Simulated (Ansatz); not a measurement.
# TiC: reading a single point

```xyz
2
Lattice="2.5386 0.0000 0.0000 0.0000 2.5386 0.0000 0.0000 0.0000 3.6318" Properties=species:S:1:pos:R:3 pbc="T T T"
Ti    0.0000    0.0000    0.0000
C     1.2693    1.2693    1.8159
```

Single point in Ansatz 0.2.0 with PBE, no spin polarisation. Cutoff 420 eV, PAW datasets, 13×13×9 Γ-centred k mesh, fermi-dirac filling (width 0.1 eV).

- Electronic structure: It is a metal, with about 0.41 states/eV a cell as the mean within 0.25 eV of the Fermi level, mostly Ti d (68 %) and C p (23 %).
- Formation energy: 0.86 eV an atom against the elements' usual phases (free molecules for gases, crystals otherwise, with no correction for O₂ or N₂), so at this geometry it isn't bound against them. Relaxing would lower it.
- Charges: Bader charges in e: Ti +1.19, C -1.19. In the mean Ti gives up most and C takes most.
- Stress: The pressure is -23.4 GPa (compression positive), so with the atoms held at these fractions the cell would first shrink. The principal stresses -61.7, -4.2, -4.2 GPa differ, so its shape would change too.
- Contacts: Ti–Ti at 2.54 Å: least valence density 0.34 e/Å³ and ELF 0.31 there. C–C at 2.54 Å: least valence density 0.25 e/Å³ and ELF 0.30 there. Ti–C at 2.55 Å: least valence density 0.23 e/Å³ and ELF 0.13 there. Both are smooth PAW fields, read partly inside the augmentation spheres.

Origin: a known structure type with other elements, at an estimated volume, so it need not be a known compound. Caveats: atoms or cell far from equilibrium.
